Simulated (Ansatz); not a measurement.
# Co (P6_3/mmc) in Ansatz: notebook

Runs on Co. Level: PBE. Tasks: single point.

Everything below comes from runs of Ansatz 0.2.0. Logs are shortened: lines on timing, memory, paths and dates and some standing lists are left out, and cuts for length are marked.

## Step 1: The structure

The structure is hexagonal, space group P6_3/mmc (No. 194). Conventional cell: a = 2.472 Å, b = 2.472 Å, c = 4.021 Å, α = 90.00°, β = 90.00°, γ = 120.00°. Co (site symmetry -6m2) is surrounded by 12 Co at 2.47 Å.

## Step 2: Single point, PBE, collinear spin, program default start

File input.yaml:

```yaml
crystal:
  lattice:
    - [2.4719999032, 0.0, 0.0]
    - [-1.2359999516, 2.1408147143, 0.0]
    - [0.0, 0.0, 4.02114408]
  atoms:
    - { symbol: Co, position: [0.6666666667, 0.3333333333, 0.75] }
    - { symbol: Co, position: [0.3333333333, 0.6666666667, 0.25] }
hamiltonian:
  xc: pbe
  pseudopotentials: { kind: paw }
magnetization:
  spin_polarized: true
  initial_magnetization: 0.0
  spin_locking: { lock_magnetization: hard }
kpoints:
  mp_grid: { grid: [10, 10, 6] }
scf:
  occupations: { method: fermi_dirac, width: 0.05 }
  lower_state_search: "off"
output:
  forces: true
  stress: true
  eigenvalues: true
```

Potentials or basis: Ansatz PAW.

On the command line:

```
$ ansatz run input.yaml --threads 2 --pin off --max-ram 5632MiB --backend cpu --events-out ev --progress --plain --runs-dir out
```

Log:

```text
Warning: output.stress: scf.convergence.dr2_threshold = 1e-7 eV (the SCF's general default) is looser than the 2e-10 eV advised for a printed stress (1e-10 eV for each atom of the cell: 2). What an SCF threshold leaves in a stress goes as its square root, and in the free energy as the threshold itself, and one threshold admits the most on a small cell: of the crystals measured, under no hybrid functional and no lock of the moments, on runs that ended without the residual-converged pass, on stresses that held no estimate of that error, the worst erred by over 100 MPa in a component at 1e-7 eV an atom and by under 5 at 1e-10. Set scf.convergence.dr2_threshold to 2e-10 eV or tighter. The threshold is an SCF's pass mark: one that does not reach it within its budget of iterations ends unconverged, or closes short of it on a stop that the run arms, and scf.convergence.dr2_threshold's page says what that costs each kind of run
Warning: RAYON_NUM_THREADS=2 ignored (pool sized by the plan → 2); use --threads N
Engine: ansatz 0.2.0, aarch64-unknown-linux-gnu
Pseudopotentials: kind: paw
Pseudopotential: Co, paw, valence charge 17, recommended cutoff 420 eV (normal), Co.paw.azcp
Functional definition: PBE
  parameter kappa = 0.804
  parameter beta = 0.06672455060314922
  exchange = pbe_x(kappa = kappa, mu = beta*pi^2/3)
  correlation = pbe_c(beta = beta)
Crystal: 2 atoms, lattice volume = 21.280 Å³
Basis set: ecut = 420 eV, 391 PW (Γ), exchange–correlation on 36×36×54 points (8 copies of the dense FFT grid, shifted against one another)
Bands: 21, of which v1, the nominal top of the filled ones, is band 17 counted from 1 (16 counted from 0)
Symmetry: 24 space group operations
Space group: P63/mmc (ITA 194), of the structure as read, at distance tolerance 2.8e-5 Å
k-points: 56 of 600
Non-local potential: Co, projectors of the file, l = 0: 3, l = 1: 2, l = 2: 3, l = 3: 1
PAW form: soft (Blöchl's): semilocal exchange-correlation on the pseudo side does not see the compensation charge
PAW one-centre angular grid: Co, 590 points (default); XC on 64 Gauss nodes
Initial density: superposition of atomic densities (chi_scale 0.1, normalization cell)
Initial wavefunctions: pseudopotential atomic-orbital guess
Functional: x = pbe(κ = 0.804, μ = 0.2195149727645171), c = pbe(β = 0.06672455060314922)
iter 1 solved again at ethr=1.31e-3 eV; its pass at ethr=3.10e-3 eV (dr2=4.44e-1 eV) is discarded
SCF iter   1: F=—  HF=-10251.988129 eV  |F-HF|=—  |Δ(HF+E_count)|=         —  Δρ=3.18e-2 (↑3.18e-2 ↓3.18e-2)  dr2=4.44e-1  dr2_m=0.00e0  M=0.000 μB ∫|m|=0.000 μB  β_m=0.30  ethr=1.31e-3  ⟨swp⟩=1.0  Hψ=6036  notcnv=0
preconditioner: auto → none  [metal: Δε(μ)=0.004 eV  Ē_g=6.023 eV  σ=0.050 eV  W_gap=0.02  n_scr=8 (ndim 8)  ℏωp=34.2 eV  f_vac=0.000  D(μ)=5.88/eV (n_scr^D=134)  sad-step TF]
SCF iter   2: F=—  HF=-10251.903668 eV  |F-HF|=—  |Δ(HF+E_count)|=   8.45e-2  Δρ=1.04e-2 (↑1.04e-2 ↓1.04e-2)  dr2=5.44e-2  dr2_m=0.00e0  M=0.000 μB ∫|m|=0.000 μB  β_m=0.37  ethr=1.31e-3  ⟨swp⟩=2.4  Hψ=1800  notcnv=0
SCF iter   3: F=—  HF=-10251.877973 eV  |F-HF|=—  |Δ(HF+E_count)|=   2.57e-2  Δρ=2.85e-3 (↑2.85e-3 ↓2.85e-3)  dr2=4.50e-3  dr2_m=0.00e0  M=0.000 μB ∫|m|=0.000 μB  β_m=0.53  ethr=1.60e-4  ⟨swp⟩=2.1  Hψ=1836  notcnv=0
SCF iter   4: F=—  HF=-10251.877677 eV  |F-HF|=—  |Δ(HF+E_count)|=   2.96e-4  Δρ=2.75e-3 (↑2.75e-3 ↓2.75e-3)  dr2=3.20e-3  dr2_m=0.00e0  M=0.000 μB ∫|m|=0.000 μB  β_m=0.76  ethr=1.32e-5  ⟨swp⟩=2.0  Hψ=2345  notcnv=0
SCF iter   5: F=—  HF=-10251.878753 eV  |F-HF|=—  |Δ(HF+E_count)|=   1.08e-3  Δρ=3.39e-4 (↑3.39e-4 ↓3.39e-4)  dr2=5.47e-5  dr2_m=0.00e0  M=0.000 μB ∫|m|=0.000 μB  β_m=0.75  ethr=9.40e-6  ⟨swp⟩=2.0  Hψ=2098  notcnv=0
SCF iter   6: F=—  HF=-10251.878748 eV  |F-HF|=—  |Δ(HF+E_count)|=   5.51e-6  Δρ=1.27e-4 (↑1.27e-4 ↓1.27e-4)  dr2=5.58e-6  dr2_m=0.00e0  M=0.000 μB ∫|m|=0.000 μB  β_m=0.62  ethr=1.61e-7  ⟨swp⟩=2.3  Hψ=1904  notcnv=0
SCF iter   7: F=—  HF=-10251.878746 eV  |F-HF|=—  |Δ(HF+E_count)|=   1.39e-6  Δρ=1.74e-5 (↑1.74e-5 ↓1.74e-5)  dr2=1.21e-7  dr2_m=0.00e0  M=0.000 μB ∫|m|=0.000 μB  β_m=0.71  ethr=1.64e-8  ⟨swp⟩=2.2  Hψ=1563  notcnv=0
SCF iter   8: F=-10251.878746 eV  HF=-10251.878746 eV  |F-HF|=4.44e-10  |Δ(HF+E_count)|=   1.66e-8  Δρ=1.59e-6 (↑1.59e-6 ↓1.59e-6)  dr2=1.04e-9  dr2_m=0.00e0  M=0.000 μB ∫|m|=0.000 μB  ethr=2.94e-10  ⟨swp⟩=4.0  Hψ=3652  notcnv=0
SCF 1 converged in 8 iterations: F = -10251.878746 eV  dr2 = 1.04e-9
SCF converged after 8 iterations
Stability checked in part: among states of this total moment the steps that led to this state did not find it unstable. No probe was made; neither looks for a lower state of another moment (fixed_total_moment; see scf.lower_state_search)
Magnetization: 0.0000 μB (17.0000 up, 17.0000 down)
Absolute magnetization: 0.0000 μB (∫|ρ↑−ρ↓|)
Spin contamination: 0.0000 ħ² per cell (⟨S²⟩ above its minimum at these occupations)
Per-site moments (μB) at R_I (Å): [(0.0, 1.017072079847606), (0.0, 1.017072079847606)]
Free energy (F): -10251.878746 eV
Harris-Foulkes:  -10251.878746 eV  (|F-HF|=4.44e-10)
Internal energy: -10251.829574 eV  (E = F + TS)
E sigma→0 (E₀):  -10251.854160 eV
Entropy (-TS):   -0.049173 eV (-24.586 meV/atom)
Fermi energy:    19.080732 (↑ 19.080732, ↓ 19.080732) eV
--- Per-component energies (eV) ---
  E_band       = -475.061400
  E_kinetic    = 909.134581
  E_local      = -5605.846197  (includes V_loc(G=0)·N_el)
  E_nonlocal   = 905.324395
  E_hartree    = 2350.866991
  E_xc         = -318.594633
  E_vxc        = -411.179969  (∫ρ·V_xc dr)
  E_paw        = -3028.161820  (= ΣΔE_a)
  E_vpaw       = -974.230800  (= ΣTr[D̂ρ^β])
  E_aug_tail   = 0.000155  (compensation charges beyond the density's cutoff)
  E_ewald      = -5464.553046
  E_smearing   = -0.049173  (= −TS)
  E_closure    = -0.000000  (closes the sum)
  Σ components = -10251.878746   (vs F -10251.878746, Δ=0.00e0)
--- Forces (eV/Å), atoms counted from 1 ---
  atom   1  Co     0.00000000    -0.00000000     0.00000000
  atom   2  Co     0.00000000     0.00000000     0.00000000
  max |Σ_I F_I| component: 4.63e-18 eV/Å
--- Stress (GPa, compression-positive) ---
       -6.636151       0.000000       0.000000
       -0.000000      -6.636151       0.000000
        0.000000       0.000000      -7.801575
  P = ⅓ Tr σ = -7.0246 GPa (-70.246 kbar)
--- Band table (eV; the first three rows and the last of 112) ---
  k-point 0 ↑: bands = ["-76.0498", "-75.9877", "-39.4776", "-39.1675", "-39.1675", "-39.1168", "-39.1165", "-39.1165", "9.9846", "14.2758", "17.1742", "17.2348", "17.2348", "17.5770", "17.5770", "18.0007", "18.0007", "18.8439", "19.1763", "19.1763", "25.9620"]
  k-point 1 ↑: bands = ["-76.0457", "-75.9919", "-39.4538", "-39.1641", "-39.1641", "-39.1413", "-39.1199", "-39.1199", "10.2668", "14.1430", "17.0932", "17.1713", "17.1713", "17.4990", "17.4990", "18.0364", "18.1699", "18.1699", "19.1582", "19.1582", "27.3932"]
  k-point 2 ↑: bands = ["-76.0344", "-76.0033", "-39.3885", "-39.2081", "-39.1548", "-39.1548", "-39.1293", "-39.1293", "11.0787", "13.5023", "16.8970", "17.0005", "17.1167", "17.1167", "17.3266", "17.3266", "18.5111", "18.5111", "19.0628", "19.0628", "30.5085"]
  k-point 55 ↓: bands = ["-75.9747", "-75.9747", "-39.4082", "-39.4082", "-39.3166", "-39.3166", "-39.1846", "-39.1846", "15.4992", "15.4992", "16.1135", "16.1135", "16.6778", "16.6778", "17.9878", "17.9878", "19.2530", "19.2530", "24.2104", "24.2104", "27.6468"]
```

It took 1 s on 2 threads of Arm Neoverse V1, shared host; peak memory 0.28 GiB.

What came out:

```
Free energy     : -10251.8787 eV
Pressure        : -7.0 GPa
Net moment      : 0.00 μB per cell
Absolute moment : 0.00 μB per cell
```

Stress tensor (GPa, compression positive):
```
-6.64  0.00  0.00
 0.00 -6.64  0.00
 0.00  0.00 -7.80
```

Caveat: the total moment is fixed, so each spin has its own Fermi level; the thresholds are loose for stress.

## Step 3: Single point, PBE, collinear spin, ferromagnetic start

input.yaml: that of step 2 with these lines changed.

```diff
@@ -6,4 +6,4 @@
   atoms:
-    - { symbol: Co, position: [0.6666666667, 0.3333333333, 0.75] }
-    - { symbol: Co, position: [0.3333333333, 0.6666666667, 0.25] }
+    - { symbol: Co, position: [0.6666666667, 0.3333333333, 0.75], spin: 0.5 }
+    - { symbol: Co, position: [0.3333333333, 0.6666666667, 0.25], spin: 0.5 }
 hamiltonian:
@@ -13,3 +13,3 @@
   spin_polarized: true
-  initial_magnetization: 0.0
+  initial_magnetization: 1.0
   spin_locking: { lock_magnetization: hard }
```

Potentials or basis: Ansatz PAW.

On the command line:

```
$ ansatz run input.yaml --threads 2 --pin off --max-ram 5632MiB --backend cpu --events-out ev --progress --plain --runs-dir out
```

Log:

```text
Warning: output.stress: scf.convergence.dr2_threshold = 1e-7 eV (the SCF's general default) is looser than the 2e-10 eV advised for a printed stress (1e-10 eV for each atom of the cell: 2). What an SCF threshold leaves in a stress goes as its square root, and in the free energy as the threshold itself, and one threshold admits the most on a small cell: of the crystals measured, under no hybrid functional and no lock of the moments, on runs that ended without the residual-converged pass, on stresses that held no estimate of that error, the worst erred by over 100 MPa in a component at 1e-7 eV an atom and by under 5 at 1e-10. Set scf.convergence.dr2_threshold to 2e-10 eV or tighter. The threshold is an SCF's pass mark: one that does not reach it within its budget of iterations ends unconverged, or closes short of it on a stop that the run arms, and scf.convergence.dr2_threshold's page says what that costs each kind of run
Warning: RAYON_NUM_THREADS=2 ignored (pool sized by the plan → 2); use --threads N
[... 8 set-up lines as earlier in the session ...]
Crystal: 2 atoms, lattice volume = 21.280 Å³
Basis set: ecut = 420 eV, 391 PW (Γ), exchange–correlation on 36×36×54 points (8 copies of the dense FFT grid, shifted against one another)
Bands: 22, of which v1, the nominal top of the filled ones, is band 17 counted from 1 (16 counted from 0)
[... 2 set-up lines as earlier in the session ...]
Magnetic group: BNS 194.263 (UNI 1493), of the structure as read, at distance tolerance 2.8e-5 Å
k-points: 56 of 600
[... 4 set-up lines as earlier in the session ...]
Starting moments: Σ|m| = 1 μB on 2 of 2 sites
[... 2 set-up lines as earlier in the session ...]
iter 1 solved again at ethr=1.26e-3 eV; its pass at ethr=3.10e-3 eV (dr2=4.30e-1 eV) is discarded
SCF iter   1: F=—  HF=-10252.024093 eV  |F-HF|=—  |Δ(HF+E_count)|=         —  Δρ=4.69e-2 (↑1.66e-2 ↓4.69e-2)  dr2=4.30e-1  dr2_m=5.10e-2  M=1.000 μB ∫|m|=1.032 μB  β_m=0.30  ethr=1.26e-3  ⟨swp⟩=1.0  Hψ=12618  notcnv=0
preconditioner: auto → none  [metal: Δε(μ)=0.004 eV  Ē_g=8.167 eV  σ=0.050 eV  W_gap=0.02  n_scr=8 (ndim 8)  ℏωp=34.2 eV  f_vac=0.000  D(μ)=5.27/eV (n_scr^D=110)  sad-step TF]
[... 11 lines left out ...]
SCF converged after 10 iterations
Stability checked in part: among states of this total moment the steps that led to this state did not find it unstable. No probe was made; neither looks for a lower state of another moment (fixed_total_moment; see scf.lower_state_search)
Magnetization: 1.0000 μB (17.5000 up, 16.5000 down)
Absolute magnetization: 1.1414 μB (∫|ρ↑−ρ↓|, with the PAW one-centre terms)
Spin contamination: 0.0082 ħ² per cell (⟨S²⟩ above its minimum at these occupations)
Per-site moments (μB) at R_I (Å): [(0.5311841181455698, 1.017072079847606), (0.5311841181455699, 1.017072079847606)]
Free energy (F): -10251.941419 eV
Harris-Foulkes:  -10251.941419 eV  (|F-HF|=5.24e-10)
Internal energy: -10251.897468 eV  (E = F + TS)
E sigma→0 (E₀):  -10251.919443 eV
Entropy (-TS):   -0.043951 eV (-21.975 meV/atom)
Fermi energy:    19.048822 (↑ 18.935537, ↓ 19.162106) eV
--- Per-component energies (eV) ---
  E_band       = -474.945457
  E_kinetic    = 909.071185
  E_local      = -5606.142580  (includes V_loc(G=0)·N_el)
  E_nonlocal   = 905.577588
  E_hartree    = 2351.109587
  E_xc         = -318.583968
  E_vxc        = -411.164185  (∫ρ·V_xc dr)
  E_paw        = -3028.376388  (= ΣΔE_a)
  E_vpaw       = -974.510160  (= ΣTr[D̂ρ^β])
  E_aug_tail   = 0.000154  (compensation charges beyond the density's cutoff)
  E_ewald      = -5464.553046
  E_smearing   = -0.043951  (= −TS)
  E_closure    = -0.000000  (closes the sum)
  Σ components = -10251.941419   (vs F -10251.941419, Δ=0.00e0)
--- Forces (eV/Å), atoms counted from 1 ---
  atom   1  Co     0.00000000    -0.00000000     0.00000000
  atom   2  Co     0.00000000     0.00000000     0.00000000
  max |Σ_I F_I| component: 4.63e-18 eV/Å
--- Stress (GPa, compression-positive) ---
       -5.401558      -0.000000       0.000000
        0.000000      -5.401558       0.000000
        0.000000       0.000000      -7.317010
  P = ⅓ Tr σ = -6.0400 GPa (-60.400 kbar)
--- Band table (eV; the first three rows and the last of 112) ---
  k-point 0 ↑: bands = ["-76.3649", "-76.3033", "-39.8049", "-39.4656", "-39.4656", "-39.4490", "-39.4151", "-39.4151", "10.0003", "14.1499", "16.9460", "17.0023", "17.0023", "17.3368", "17.3368", "17.6967", "17.6967", "18.8511", "18.8511", "18.8654", "25.8235", "41.0640"]
  k-point 1 ↑: bands = ["-76.3608", "-76.3074", "-39.7814", "-39.4732", "-39.4623", "-39.4623", "-39.4185", "-39.4185", "10.2821", "14.0388", "16.8681", "16.9344", "16.9344", "17.2583", "17.2583", "17.8682", "17.8682", "18.0066", "18.8350", "18.8350", "27.2844", "40.8777"]
  k-point 2 ↑: bands = ["-76.3496", "-76.3188", "-39.7170", "-39.5391", "-39.4530", "-39.4530", "-39.4278", "-39.4278", "11.0921", "13.4628", "16.6822", "16.8732", "16.8770", "16.8770", "17.0857", "17.0857", "18.2065", "18.2065", "18.7446", "18.7446", "30.4334", "38.1709"]
  k-point 55 ↓: bands = ["-75.6313", "-75.6313", "-39.0782", "-39.0782", "-38.9916", "-38.9916", "-38.8395", "-38.8395", "15.6948", "15.6948", "16.3256", "16.3256", "16.8600", "16.8600", "18.2757", "18.2757", "19.5531", "19.5531", "24.3267", "24.3267", "27.7531", "27.7531"]
```

Run time: 2.3 s. Hardware: 2 threads of Arm Neoverse V1, shared host; peak memory 0.29 GiB.

Results:

```
Free energy     : -10251.9414 eV
Pressure        : -6.0 GPa
Net moment      : 1.00 μB per cell
Absolute moment : 1.14 μB per cell
Site moments    : Co +0.53 μB
```

Stress tensor (GPa, compression positive):
```
-5.40  0.00  0.00
 0.00 -5.40  0.00
 0.00  0.00 -7.32
```

Caveat: the total moment is fixed, so each spin has its own Fermi level; the thresholds are loose for stress.
